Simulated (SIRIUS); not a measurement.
Rh:

```
Rh
1.0
     0.00000    1.89785    1.89785
     1.89785    0.00000    1.89785
     1.89785    1.89785    0.00000
Rh
1
Direct
  0.00000 0.00000 0.00000
```

Base run:

- Program: SIRIUS 7.10.0
- Functional: PBE
- Potentials or basis: PseudoDojo 0.5 PBE standard (scalar relativistic)
- Cutoff: 1202 eV
- Density cutoff: 4809 eV
- k mesh: 12 × 12 × 12
- Occupations: fermi-dirac, width 0.05 eV
- Spin: no spin polarisation

Its results: band gap on the k mesh none (metal or under the smearing width); pressure 7.6 GPa.

Question: The run is repeated on the same cell with these changes: potentials or basis from PseudoDojo 0.5 PBE standard (scalar relativistic) to SSSP 1.3.0 PBE efficiency; cutoff from 1202 eV to 828 eV; density cutoff from 4809 eV to 3311 eV. What comes out?

Answer: Band gap on the k mesh none (metal or under the smearing width); pressure 6.8 GPa.
